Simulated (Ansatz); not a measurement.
**Al (Im-3m), symmetry broken, then relaxed**

Theory: DFT PBEsol, scalar-relativistic, plane waves, PAW in Ansatz. The runs took a 420 eV cutoff, a Γ-centred 10×10×10 mesh and Gaussian smearing (0.15 eV). No spin polarisation. Energies are free energies at this smearing, counted from the undisturbed cell; pressure is positive in compression.

The starting cell (relaxed at this level):

```xyz
4
Lattice="0.0000 -3.2129 3.2129 3.2129 -3.2129 0.0000 3.2129 0.0000 3.2129" Properties=species:S:1:pos:R:3 pbc="T T T"
Al    0.0000    0.0000    0.0000
Al    1.6064   -1.6064    1.6064
Al    3.2129   -3.2129    3.2129
Al    4.8193   -4.8193    4.8193
```

The atoms are displaced (Å, in the unstrained cell):

| atom | ux | uy | uz |
| --- | --- | --- | --- |
| Al1 | -0.028 | 0.021 | -0.092 |
| Al2 | 0.066 | 0.162 | -0.127 |
| Al3 | 0.066 | -0.352 | -0.053 |
| Al4 | -0.104 | 0.170 | 0.272 |

Cell and atoms are then relaxed.

Q: Does the relaxation return to the undisturbed structure?

A: No. It ends 94.0 meV/atom below it. The disturbance itself cost 187.3 meV/atom. The final space group reads I4/mmm (tolerance 0.05 Å) and the volume changes by -2.31 %.

Final structure:

```
Al
1.0
     0.00001   -2.86232    2.86418
     3.96193   -2.85876    0.00357
     3.96192   -0.00357    2.86061
Al
4
Direct
  0.00000 0.00000 0.00000
  0.25000 0.25000 0.25000
  0.50000 0.50000 0.50000
  0.75000 0.75000 0.75000
```

The relaxation, step by step (energy from the first step; small jumps at an unchanged geometry come where the plane waves are selected anew for the new cell):

| step | ΔE (meV/atom) | largest force component (eV/Å) | pressure (GPa) |
| --- | --- | --- | --- |
| 1 | 0.0 | 1.825 | 6.32 |
| 2 | -135.6 | 0.732 | 4.45 |
| 3 | -192.6 | 0.262 | 1.46 |
| 4 | -220.3 | 0.307 | 0.56 |
| 5 | -249.5 | 0.369 | 0.17 |
| 6 | -271.2 | 0.124 | -0.36 |
| 7 | -274.4 | 0.006 | -0.08 |
| 8 | -274.6 | 0.001 | 0.00 |
| 9 | -280.8 | 0.001 | 0.28 |
| 10 | -281.1 | 0.000 | -0.03 |
| 11 | -281.2 | 0.000 | 0.00 |
| 12 | -281.2 | 0.000 | 0.00 |

Cost: 3 runs of about 4.4 core-minutes in all, on Intel Xeon 6975P-C (Granite Rapids) (shared hosts).